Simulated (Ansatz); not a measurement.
# Re and the effect of the functional

The cell as given:

It takes space group P6_3/mmc (No. 194, hexagonal). Conventional cell: a = 2.766 Å, b = 2.766 Å, c = 8.939 Å, α = 90.00°, β = 90.00°, γ = 120.00°. Re (site symmetry -6m2) is surrounded by 12 Re at 2.75 to 2.77 Å. Around Re (site symmetry -3m) lie 12 Re at 2.75 to 2.77 Å.

Kept alike: task relaxation of cell and atoms; k mesh 8 × 8 × 3; occupations fermi-dirac, width 0.05 eV; no spin polarisation. Program: Ansatz, Ansatz PAW. Cutoffs run from 420 to 500 eV. The mesh is that of the run's cell of 4 atoms. No spin-orbit coupling.

| functional | volume (Å³/atom) | first edge of the run's cell (Å) | third edge of the run's cell (Å) |
| --- | --- | --- | --- |
| BLYP | 15.532 | 2.815 | 9.056 |
| LDA | 14.335 | 2.740 | 8.819 |
| PBE | 14.957 | 2.777 | 8.960 |
| PBEsol | 14.558 | 2.753 | 8.875 |
| RPBE | 15.117 | 2.786 | 8.994 |
| r2SCAN | 14.706 | 2.760 | 8.917 |
| revPBE | 15.071 | 2.784 | 8.984 |

The relaxations keep at least the cell's symmetry (P6_3/mmc). For a metal such a mesh leaves the last digits unconverged. Relaxations stop with a little pressure left, so the last digits of a volume or edge aren't settled. Ansatz's relaxations hold a Pulay term in the stress (up to 0.2 GPa here). All rows use potentials made for PBE.

**Question.** What does the functional change here?

**Answer.** The volume runs from 14.335 (LDA) to 15.532 Å³/atom (BLYP). From PBE: BLYP +0.575; LDA -0.622; PBEsol -0.399; RPBE +0.160; r2SCAN -0.251; revPBE +0.114. The first edge of the run's cell runs from 2.740 (LDA) to 2.815 Å (BLYP). From PBE: BLYP +0.038; LDA -0.037; PBEsol -0.024; RPBE +0.009; r2SCAN -0.017; revPBE +0.007. The third edge of the run's cell runs from 8.819 (LDA) to 9.056 Å (BLYP). From PBE: BLYP +0.096; LDA -0.141; PBEsol -0.085; RPBE +0.034; r2SCAN -0.043; revPBE +0.024.
